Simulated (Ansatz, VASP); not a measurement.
Ga in VASP and in Ansatz

```
Ga
1.0
    -1.66078    1.66078    1.66078
     1.66078   -1.66078    1.66078
     1.66078    1.66078   -1.66078
Ga
1
Direct
  0.00000 0.00000 0.00000
```

Alike in both runs: functional r2SCAN; k mesh 8 × 8 × 8; occupations gaussian, width 0.1 eV; no spin polarisation.

Ansatz relaxed the structure, and its values are those at the end. VASP's run is a single point on that final structure, the one shown.

|  | VASP | Ansatz |
| --- | --- | --- |
| version | VASP 6.6.1 | Ansatz 0.2.0 |
| potentials or method | VASP PAW PBE potentials, release 64 (Ga_d) | scalar-relativistic, plane waves, PAW |
| plane-wave cutoff (eV) | 520 | 500 |
| valence electrons in the cell | 13 | 13 |

|  | VASP | Ansatz | Ansatz less VASP |
| --- | --- | --- | --- |
| gap on the k mesh at the Fermi level (eV) | none | none | - |
| pressure (GPa) | 0.0 | 0.0 | -0.04 |

A gap of «none» marks a metal or a gap that the smearing closes.

Caveats: the PAW data sets were made with another functional, which shifts forces and pressure a little (VASP).
